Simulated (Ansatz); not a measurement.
# Zr5H2: the cost of one run

Program: Ansatz 0.2.0. Level of theory: DFT PBE, scalar-relativistic, plane waves, PAW. These are calculated values, not measurements.

6 further runs of the same task are left out: 6 set aside as unsound or not needed.

### 1 Starting point

The structure is monoclinic, space group Cm (No. 8). The conventional cell has a = 8.756 Å, b = 5.055 Å, c = 21.872 Å, α = 90.00°, β = 90.00°, γ = 90.00°. Zr (site symmetry m) has 4 Zr at 2.70 to 3.10 Å as nearest neighbours. Zr (site symmetry m) is surrounded by 7 Zr at 2.84 to 3.10 Å. Around Zr (site symmetry m) lie 6 Zr at 3.02 to 3.05 Å. Zr (site symmetry m) is surrounded by 7 Zr at 2.70 to 3.15 Å. Around Zr (site symmetry m) lie 2 H at 1.76 Å. H (site symmetry m) is surrounded by 1 H at 0.65 Å.

As a file:

```cif
data_structure
_symmetry_space_group_name_H-M 'P 1'
_symmetry_Int_Tables_number 1
_cell_length_a 5.0552
_cell_length_b 5.0552
_cell_length_c 21.8721
_cell_angle_alpha 90.000
_cell_angle_beta 90.000
_cell_angle_gamma 120.000
_cell_volume 484.06
loop_
_atom_site_label
_atom_site_type_symbol
_atom_site_fract_x
_atom_site_fract_y
_atom_site_fract_z
_atom_site_occupancy
Zr1 Zr 0.66667 0.33333 0.18288 1
Zr2 Zr 0.33333 0.66667 0.23006 1
Zr3 Zr 0.00000 0.00000 0.27028 1
Zr4 Zr 0.66667 0.33333 0.30623 1
Zr5 Zr 0.33333 0.66667 0.35991 1
H1 H 0.29622 0.70378 0.43901 1
H2 H 0.37045 0.62955 0.43901 1
```

This is the geometry of the first run shown, built on a cell relaxed beforehand with the same method.

### 2 The scan

Atoms count from 1 in the order of the input.

H2 lies flat over one site of a rigid substrate while its bond length and height are varied.

The axes are (1) distance H6-H7: 8 values from 0.650 to 2.650 Å; (2) height of the H2 axis above the plane of Zr5: 9 values from 0.45 to 3.60 Å.

Nothing else is relaxed. Points are written as (first, second).

### 3 Point (0.650 Å, 1.73 Å)

The cell repeats along c, and a dipole correction in the vacuum removes the field between the copies.

Contents of input.yaml:

```yaml
crystal:
  lattice:
    - [5.0551939858, 0.0, 0.0]
    - [-2.5275969929, 4.3779264128, 0.0]
    - [0.0, 0.0, 21.8720672789]
  atoms:
    - { symbol: Zr, position: [0.6666666667, 0.3333333333, 0.1828816613] }
    - { symbol: Zr, position: [0.3333333333, 0.6666666667, 0.2300599704] }
    - { symbol: Zr, position: [0.0, 0.0, 0.2702766909] }
    - { symbol: Zr, position: [0.6666666667, 0.3333333333, 0.3062297178] }
    - { symbol: Zr, position: [0.3333333333, 0.6666666667, 0.3599141855] }
    - { symbol: H, position: [0.2962153042, 0.7037846958, 0.439010504] }
    - { symbol: H, position: [0.3704513624, 0.6295486376, 0.439010504] }
basis:
  ecutwfc: 420
kpoints:
  mp_grid: { grid: [6, 6, 1] }
hamiltonian:
  xc: pbe
scf:
  occupations: { method: gaussian, width: 0.1 }
output:
  forces: true
  eigenvalues: true
  write_density: true
  write_potential: true
  elf: true
  volumetric_format: npy
efield:
  axis: 3
  dipole_correction: true
  ramp_width: 0.04
```

On the command line:

```bash
$ ansatz run input.yaml --threads 1 --pin off --max-ram 3072MiB --backend cpu --events-out ev --progress --plain --runs-dir out
```

**Question.** How long does this run take on 1 thread of Intel Xeon Platinum 8259CL at 2.50GHz (Skylake/Cascade Lake), shared host, and how much memory does it need?

About 30 s, with a peak of 0.71 GiB.
